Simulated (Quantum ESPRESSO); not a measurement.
Runs of Quantum ESPRESSO 7.5 on As. It takes space group R-3m (No. 166, trigonal). Conventional cell: a = 3.762 Å, b = 3.762 Å, c = 10.542 Å, α = 90.00°, β = 90.00°, γ = 120.00°. As (site symmetry 3m) has 3 As at 2.51 Å as nearest neighbours. 

```csv
task,level,potentials or basis,cell,k mesh,cutoff (eV),SCF threshold,symmetry,form of the LDA correlation,gap on the mesh (eV),pressure (GPa),V0 of scaled cells (Å³/atom),B0 (GPa),largest force (eV/Å)
single point,PBEsol,GBRV 1.5 PBEsol,as given,9 × 9 × 9,612,4e-10 Ry,-,-,none,0.8,-,-,0.45
equation of state,PBEsol,GBRV 1.5 PBEsol,as given,9 × 9 × 9,612,4e-10 Ry,-,-,-,-,21.74,77,-
band structure,r2SCAN,SG15 PBE 1.2,as given,7 × 7 × 7,952,1e-08 Ry,off,-,none,3.6,-,-,(b)
equation of state,r2SCAN,SG15 PBE 1.2,as given,7 × 7 × 7,952,1e-08 Ry,off,-,-,-,22.53,(a),-
single point,PBEsol,GBRV 1.5 PBEsol,"atoms moved at random, drawn with an rms of 0.05 Å",9 × 9 × 9,612,4e-10 Ry,-,-,none,1.4,-,-,0.73
band structure,PBEsol,GBRV 1.5 PBEsol,as given,9 × 9 × 9,612,4e-10 Ry,-,-,none,0.8,-,-,0.45
equation of state,LDA,GBRV 1.5 LDA,as given,9 × 9 × 9,612,4e-10 Ry,-,PZ81,-,-,21.32,81,-
band structure,LDA,GBRV 1.5 LDA,as given,9 × 9 × 9,612,4e-10 Ry,-,PZ81,none,-0.8,-,-,0.35
```

Alike in all rows: no spin polarisation; smearing fermi-dirac 0.05 eV.

Question: Estimate the missing entries.

Answer: (a) 72; (b) 0.33.

Caveats: the cell was scaled at fixed shape and fractional positions, which overstates the stiffness of a crystal with free parameters, most of all of layers and chains (some runs); the potentials were made for another functional, which shifts forces and pressure (some runs).

A k mesh can miss the band edges, and the runs leave out spin-orbit coupling on As.

A gap of «none» marks a metal or a gap under the smearing width.
